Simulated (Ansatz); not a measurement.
BeS in the rocksalt structure, relaxed with r2SCAN, was run in Ansatz 0.2.0 under altered settings. All numbers are computed, without spin polarisation but where a row says otherwise.

```
Be S
1.0
     0.00000    2.31730    2.31730
     2.31730    0.00000    2.31730
     2.31730    2.31730    0.00000
Be S
1 1
Direct
  0.00000 0.00000 0.00000
  0.50000 0.50000 0.50000
```

The base run's other keys:
```yaml
kpoints:
  mp_grid: { grid: [4, 4, 4] }
hamiltonian:
  xc: hse06
scf:
  occupations: { method: fixed }
  n_extra_bands: 4
```

It takes 10 iterations with 531 plane waves at 420 eV and 8 k points, and leaves a mean stress of -0.48 GPa. The gap over this mesh is 2.076 eV. It ran on 4 threads of Intel(R) Xeon(R) 6975P-C (Granite Rapids), on a shared host.

Outcomes, with energy and stress as changes against the base:
```csv
setting,outcome,ΔF (meV/atom),Δ mean stress (GPa),gap on the mesh (eV),iterations,wall time
"PBE hybrid, exx coeff 0.15, omega 0.2078 1/Å",converged,–,+0.6,1.731,8,1.2 s
"PBE hybrid, exx coeff 0.75, omega 0.1 1/Å",converged,–,-3.1,4.981,14,1.4 s
"PBE hybrid, exx coeff 0.75, omega 0.5 1/Å",converged,–,-1.3,2.330,13,1.4 s
scf.exx.singularity: none,converged,-1.6,-0.1,2.079,10,1.2 s
"PBE hybrid, exx coeff -0.2, omega 0.5 1/Å",refused,–,–,–,–,0.02 s
hamiltonian.dispersion: d3bj,converged,-354,-4.6,2.076,10,1.2 s
```
A dash marks a value that wasn't obtained or can't be compared. Stress is positive in compression. The base took 1.2 s.

- PBE hybrid, exx coeff 0.15, omega 0.2078 1/Å. That is 15 % exact exchange, screened with ω = 0.2078 1/Å, against HSE06's 25 % screened at 0.208 1/Å. The mean stress moves by +0.6 GPa and the gap on the mesh by -0.345 eV (to 1.731). Totals of different functionals aren't comparable.
- PBE hybrid, exx coeff 0.75, omega 0.1 1/Å. That is 75 % exact exchange, screened with ω = 0.1 1/Å, against HSE06's 25 % screened at 0.208 1/Å. The mean stress moves by -3.1 GPa and the gap on the mesh by +2.904 eV (to 4.981). Totals of different functionals aren't comparable. The program warns that on this mesh the truncation of the exchange isn't bounded, so part of the change can be an error of the mesh.
- PBE hybrid, exx coeff 0.75, omega 0.5 1/Å. That is 75 % exact exchange, screened with ω = 0.5 1/Å, against HSE06's 25 % screened at 0.208 1/Å. The mean stress moves by -1.3 GPa and the gap on the mesh by +0.253 eV (to 2.330). Totals of different functionals aren't comparable.
- PBE hybrid, exx coeff -0.2, omega 0.5 1/Å. It is rejected at once. Error: invalid value for `hamiltonian.xc.exx.coeff`: must be finite and in (0, 1]; got -0.2
- hamiltonian.dispersion: d3bj. The free energy moves by -354 meV an atom, the mean stress by -4.6 GPa and the gap on the mesh by 0.000 eV (to 2.076). A pairwise correction adds to energy, forces and stress and leaves the bands alone.

The program warns that its thresholds are loose for a hybrid's stress.

The meshes of the hybrids are coarse, so their gaps aren't converged to the digits shown.
